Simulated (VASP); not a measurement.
# Pt (Fm-3m) in VASP: density of states with PBE

Aim: the density of states of Pt with PBE.

All numbers are computed with VASP 6.6.1; they aren't measurements. Logs are shortened: lines on timing, memory, paths and dates and some standing lists are left out, and cuts for length are marked.

## 1. The crystal as given

The structure is cubic, space group Fm-3m (No. 225). Conventional cell: a = 3.970 Å, b = 3.970 Å, c = 3.970 Å, α = 90.00°, β = 90.00°, γ = 90.00°. Pt (site symmetry m-3m) is surrounded by 12 Pt at 2.81 Å.

## 2. Density of states, PBE

Input file POSCAR:

```
Pt                                      
1.0
    0.0000000000      1.9851963864      1.9851963864
    1.9851963864      0.0000000000      1.9851963864
    1.9851963864      1.9851963864      0.0000000000
  Pt            
     1
Direct
     0.0000000000000000    0.0000000000000000    0.0000000000000000
```

Input file INCAR.step1:

```
SYSTEM = Pt
  PREC = Accurate
  ENCUT = 520
  EDIFF = 1E-7
  ISMEAR = 0
  SIGMA = 0.3
  LREAL = .FALSE.
  LASPH = .TRUE.
  NELM = 100
  ALGO = Normal
  ISIF = 2
  LWAVE = .FALSE.
  LCHARG = .TRUE.
  LMAXMIX = 4
  GGA = PE
  NBANDS = 11
```

Input file KPOINTS.step1:

```
regular mesh
0
G
  18 18 18
  0 0 0
```

Input file INCAR.step2:

```
SYSTEM = Pt
  PREC = Accurate
  ENCUT = 520
  EDIFF = 1E-7
  ISMEAR = -5
  SIGMA = 0.3
  LREAL = .FALSE.
  LASPH = .TRUE.
  NELM = 100
  ALGO = Normal
  ISIF = 2
  LWAVE = .FALSE.
  LCHARG = .FALSE.
  LMAXMIX = 4
  GGA = PE
  LORBIT = 11
  NBANDS = 11
  NEDOS = 1001
  ICHARG = 11
```

Input file KPOINTS.step2:

```
regular mesh
0
G
  27 27 27
  0 0 0
```

Potentials or basis: VASP PAW PBE potentials, release 64 (Pt).

Launch:

```bash
cat potpaw_PBE.64/Pt/POTCAR > POTCAR
cp INCAR.step1 INCAR
cp KPOINTS.step1 KPOINTS
mpirun -np 1 vasp_std > vasp.out
cp INCAR.step2 INCAR
cp KPOINTS.step2 KPOINTS
mpirun -np 1 vasp_std > vasp.out
```

OUTCAR:

```text
SYSTEM = Pt
   PREC = Accurate
   ENCUT = 520
   EDIFF = 1E-7
   ISMEAR = -5
   LREAL = .FALSE.
   LASPH = .TRUE.
   NELM = 100
   ISIF = 2
   GGA = PE
   LORBIT = 11
   ICHARG = 11

 ion  position               nearest neighbor table
   1  0.000  0.000  0.000-

  LATTYP: Found a face centered cubic cell.
 ALAT       =     3.9703927728

  Lattice vectors:

 A1 = (   0.0000000000,   1.9851963864,   1.9851963864)
 A2 = (   1.9851963864,   0.0000000000,   1.9851963864)
 A3 = (   1.9851963864,   1.9851963864,   0.0000000000)

Analysis of symmetry for initial positions (statically):
=====================================================================
 Subroutine PRICEL returns:
 Original cell was already a primitive cell.

 Routine SETGRP: Setting up the symmetry group for a
 face centered cubic supercell.

 Subroutine GETGRP returns: Found 48 space group operations
 (whereof 48 operations were pure point group operations)
 out of a pool of 48 trial point group operations.

The static configuration has the point symmetry O_h .

Analysis of symmetry for dynamics (positions and initial velocities):
=====================================================================
 Subroutine PRICEL returns:
 Original cell was already a primitive cell.

 Routine SETGRP: Setting up the symmetry group for a
 face centered cubic supercell.

 Subroutine GETGRP returns: Found 48 space group operations
 (whereof 48 operations were pure point group operations)
 out of a pool of 48 trial point group operations.

The dynamic configuration has the point symmetry O_h .

 Subroutine INISYM returns: Found 48 space group operations
 (whereof 48 operations are pure point group operations),
 and found     1 'primitive' translations

----------------------------------------------------------------------------------------

                                     Primitive cell

  volume of cell :      15.6473

  direct lattice vectors                    reciprocal lattice vectors
     0.000000000  1.985196386  1.985196386    -0.251864251  0.251864251  0.251864251
     1.985196386  0.000000000  1.985196386     0.251864251 -0.251864251  0.251864251
     1.985196386  1.985196386  0.000000000     0.251864251  0.251864251 -0.251864251

  length of vectors
     2.807491654  2.807491654  2.807491654     0.436241679  0.436241679  0.436241679
[... 89 lines left out ...]
   POTIM  = 0.5000    time-step for ionic-motion
   TEBEG  =    0.0;   TEEND  =   0.0 temperature during run
   PSTRESS=    0.0 pullay stress
   NELECT =      10.0000    total number of electrons
   NUPDOWN=      -1.0000    fix difference up-down
   EMIN   =  10.00;   EMAX   =-10.00  energy-range for DOS
   EFERMI =   0.00;   METHOD = LEGACY
   ISMEAR =    -5;   SIGMA  =   0.30  broadening in eV -4-tet -1-fermi 0-gaus
   EFERMI_NEDOS =   21; number of points for ismear=-14 and -15
   IALGO  =     38    algorithm
   IMIX   =      4    mixing-type and parameters
     AMIX     =   0.40;   BMIX     =  1.00
     AMIX_MAG =   1.60;   BMIX_MAG =  1.00
  volume/ion in A,a.u.               =      15.65       105.59
  Fermi-wavevector in a.u.,A,eV,Ry     =   1.410137  2.664773 27.055005  1.988487
  Thomas-Fermi vector in A             =   2.532122
   LORBIT       =     11    0 simple, 1 ext, 2 COOP (PROOUT), +10 PAW based schemes
   GGA     = PE    functional components
   LHFCALC =     F    Hartree Fock is set to
   AEXX    =    0.0000 exact exchange contribution
   IVDW    =     0    specifies the selected vdW correction
   LEPSILON=     F    determine dielectric tensor
   LRPA    =     F    only Hartree local field effects (RPA)
 non-spin polarized calculation
 Fermi weights with tetrahedron method with Bloechl corrections
  energy-cutoff  :      520.00
  volume of cell :       15.65
 maximum number of plane-waves:       444
 NGX is ok and might be reduce to    24

 number of electron      10.0000002 magnetization

 Free energy of the ion-electron system (eV)
  ---------------------------------------------------
  ext. energy  EPLUGINS =         0.00000000
  ---------------------------------------------------
  free energy    TOTEN  =        -6.09777016 eV

  energy without entropy =       -6.09777016  energy(sigma->0) =       -6.09777016

 E-fermi :  10.5558     XC(G=0): -13.2702

 val. band max:       10.5816324022   @ k =   0.4444   0.1111   0.0000
 cond. band min:      10.4872369240   @ k =   0.4074   0.0741   0.0000
 fundamental gap:     -0.0943954782
 Fermi energy:        10.5557729645

 k-point     1 :       0.0000    0.0000    0.0000
  band No.  band energies     occupation
      1       0.7622      2.00000
      2       7.0029      2.00000
      3       7.0029      2.00000
      4       7.0029      2.00000
      5       9.0286      2.00000
      6       9.0286      2.00000
      7      25.3071      0.00000
      8      30.0632      0.00000
      9      30.0632      0.00000
     10      30.0632      0.00000
     11      35.2735      0.00000
[... 309 lines left out ...]
 k-point    24 :       0.3704    0.0370    0.0000
  band No.  band energies     occupation
      1       3.5684      2.00000
      2       7.0925      2.00000
      3       7.1777      2.00000
      4       7.8050      2.00000
      5       9.9557      2.00000
      6      10.1266      2.00000
      7      19.7172      0.00000
      8      25.7561      0.00000
      9      30.3853      0.00000
     10      31.2386      0.00000
     11      36.0208      0.00000

 [... further k-points ...]

------------------------ aborting loop because EDIFF is reached ----------------------------------------

  FORCE on cell =-STRESS in cart. coord.  units (eV):
  Direction    XX          YY          ZZ          XY          YZ          ZX
  --------------------------------------------------------------------------------------
  -------------------------------------------------------------------------------------
  Total       -0.0596875     -0.0596875     -0.0596875     -0.0000000      0.0000000      0.0000000
  in kB       -6.1115856     -6.1115856     -6.1115856     -0.0000000      0.0000000      0.0000000
  external PRESSURE =      -6.1115856 kB  Pullay stress =       0.0000000 kB

 VOLUME and BASIS-vectors are now :
 -----------------------------------------------------------------------------
  energy-cutoff  :      520.00
  volume of cell :       15.65
      direct lattice vectors                 reciprocal lattice vectors
     0.000000000  1.985196386  1.985196386    -0.251864251  0.251864251  0.251864251
     1.985196386  0.000000000  1.985196386     0.251864251 -0.251864251  0.251864251
     1.985196386  1.985196386  0.000000000     0.251864251  0.251864251 -0.251864251

 POSITION                                       TOTAL-FORCE (eV/Angst)
 -----------------------------------------------------------------------------------
      0.00000      0.00000      0.00000        -0.000000     -0.000000      0.000000
 -----------------------------------------------------------------------------------
    total drift:                               -0.000000      0.000000     -0.000000

  FREE ENERGIE OF THE ION-ELECTRON SYSTEM (eV)
  ---------------------------------------------------
  free  energy   TOTEN  =        -6.0977701577 eV

  energy  without entropy=       -6.0977701577  energy(sigma->0) =       -6.09777016

 total charge

# of ion       s       p       d       tot
------------------------------------------
    1        0.619   0.567   8.019   9.204
```

OSZICAR.step1:

```text
N       E                     dE             d eps       ncg     rms          rms(c)
DAV:   1     0.396119449185E+02    0.39612E+02   -0.53816E+03  4386   0.841E+02
DAV:   2    -0.589373139260E+01   -0.45506E+02   -0.43490E+02  4941   0.175E+02
DAV:   3    -0.651699570390E+01   -0.62326E+00   -0.61691E+00  4985   0.194E+01
DAV:   4    -0.651954783744E+01   -0.25521E-02   -0.25519E-02  4929   0.147E+00
DAV:   5    -0.651956911275E+01   -0.21275E-04   -0.21276E-04  5024   0.125E-01    0.117E+01
DAV:   6    -0.617795863195E+01    0.34161E+00   -0.82384E-01  4641   0.715E+00    0.619E+00
DAV:   7    -0.614248816873E+01    0.35470E-01   -0.13110E-01  4917   0.277E+00    0.250E+00
DAV:   8    -0.613932583556E+01    0.31623E-02   -0.50358E-03  4659   0.606E-01    0.515E-01
DAV:   9    -0.613914759536E+01    0.17824E-03   -0.15426E-04  4815   0.108E-01    0.212E-02
DAV:  10    -0.613915224421E+01   -0.46489E-05   -0.34660E-06  5347   0.137E-02    0.381E-03
DAV:  11    -0.613915222847E+01    0.15742E-07   -0.51047E-08  4308   0.195E-03
   1 F= -.61391522E+01 E0= -.60993864E+01  d E =-.795317E-01
```

Run time: 49 s. Hardware: 1 thread of Intel Xeon Platinum 8488C (Sapphire Rapids), shared host; peak memory 0.22 GiB.

Results:

```yaml
Valence_electrons_inside_the_program's_atomic_spheres: Pt 9.20
```

States per cell in windows of 1 eV (zero at the Fermi level; states under -8 eV left out):
```tsv
from (eV)	total	Pt1_d	Pt1_p	Pt1_s
-8.0	0.19	0.03	0.02	0.11
-7.0	0.88	0.50	0.05	0.22
-6.0	1.27	0.97	0.07	0.10
-5.0	1.33	1.09	0.09	0.02
-4.0	1.99	1.66	0.14	0.04
-3.0	1.32	1.12	0.09	0.02
-2.0	1.39	1.24	0.06	0.02
-1.0	1.49	1.39	0.03	0.01
0.0	0.79	0.71	0.03	0.02
1.0	0.29	0.18	0.05	0.03
2.0	0.28	0.15	0.07	0.04
3.0	0.26	0.11	0.08	0.05
4.0	0.23	0.08	0.07	0.05
5.0	0.33	0.10	0.06	0.12
6.0	0.30	0.08	0.09	0.09
7.0	0.34	0.08	0.11	0.10
```

Caveat: tetrahedron occupations give inexact forces and stress in metals. Spin-orbit coupling is left out, which matters for the levels of Pt.
